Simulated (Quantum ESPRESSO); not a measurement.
**Rb and the effect of the choice of potentials or basis**

The cell as given:

Symmetry: Im-3m, No. 229, cubic system. The conventional cell has a = 5.605 Å, b = 5.605 Å, c = 5.605 Å, α = 90.00°, β = 90.00°, γ = 90.00°.

Kept alike: task relaxation of cell and atoms; functional LDA; k mesh 7 × 7 × 7; occupations fermi-dirac, width 0.05 eV; no spin polarisation. Program: Quantum ESPRESSO. Cutoffs run from 571 to 612 eV. The mesh is that of the run's cell of 1 atom. No spin-orbit coupling.

| choice of potentials or basis | volume (Å³/atom) |
| --- | --- |
| GBRV 1.5 LDA | 77.148 |
| PseudoDojo 0.4.1 SR LDA standard | 77.317 |
| PseudoDojo 0.4.1 SR LDA stringent | 77.317 |

The relaxations keep at least the cell's symmetry (Im-3m). For a metal such a mesh leaves the last digits unconverged. Relaxations stop with a little pressure left, so the last digits of a volume or edge aren't settled. Runs of this series that gave no sound value for these columns are left out.

What does the choice of potentials or basis change here?

The volume runs from 77.148 (GBRV 1.5 LDA) to 77.317 Å³/atom (PseudoDojo 0.4.1 SR LDA standard; PseudoDojo 0.4.1 SR LDA stringent).
